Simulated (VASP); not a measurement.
Wanted: the native input for a VASP 6.6.1 run.

```yaml
Task: single point
Functional: r2SCAN
Potentials_or_basis: VASP PAW PBE potentials, release 64 (Y_sv)
Cutoff: 520 eV
k_mesh: 12 × 12 × 12
Occupations: fermi-dirac, width 0.03 eV
Spin: no spin polarisation
Dipole_correction: no
Further_INCAR_settings: ALGO = Normal; EDIFF = 1e-06; NBANDS = 12
```

The system is Y.

```xyz
1
Lattice="0.0000 2.6020 2.6020 2.6020 0.0000 2.6020 2.6020 2.6020 0.0000" Properties=species:S:1:pos:R:3 pbc="T T T"
Y     0.0000    0.0000    0.0000
```

This isn't the form of Y at room conditions, which is hcp.

The cell isn't the ideal one: volume scaled by 1.06.

One way to write it, as run:

POSCAR

```
Y
1.0
    0.0000000000      2.6020428087      2.6020428087
    2.6020428087      0.0000000000      2.6020428087
    2.6020428087      2.6020428087      0.0000000000
Y
1
Direct
    0.0000000000      0.0000000000      0.0000000000
```

INCAR.step1

```
SYSTEM = Y
PREC = Accurate
ENCUT = 520
ISMEAR = -1
SIGMA = 0.03
LREAL = .FALSE.
LASPH = .TRUE.
NELM = 100
NBANDS = 12
GGA = PE
ALGO = Normal
EDIFF = 1E-4
LWAVE = .TRUE.
LCHARG = .FALSE.
```

INCAR.step2

```
SYSTEM = Y
PREC = Accurate
ENCUT = 520
EDIFF = 1E-6
ISMEAR = -1
SIGMA = 0.03
LREAL = .FALSE.
LASPH = .TRUE.
NELM = 100
ALGO = Normal
ISIF = 2
LWAVE = .FALSE.
LCHARG = .TRUE.
METAGGA = R2SCAN
LMIXTAU = .TRUE.
LELF = .TRUE.
LVHAR = .TRUE.
NBANDS = 12
ISTART = 1
```

KPOINTS

```
Automatic mesh
0
G
  12 12 12
  0 0 0
```

Potentials or basis: VASP PAW PBE potentials, release 64 (Y_sv).

Command:

```bash
$ cat potpaw_PBE.64/Y_sv/POTCAR > POTCAR
$ cp INCAR.step1 INCAR
$ mpirun -np 1 vasp_std > vasp.out
$ cp INCAR.step2 INCAR
$ mpirun -np 1 vasp_std > vasp.out
```

It gave:

```
Pressure               : -1.9 GPa
Band gap on the k mesh : none (metal or under the smearing width)
```

Caveat: the PAW data sets were made with another functional, which shifts forces and pressure a little.

Run time: 74 s on 1 thread of Intel(R) Xeon(R) 6975P-C (Granite Rapids), on a shared host, peak memory 0.19 GiB.
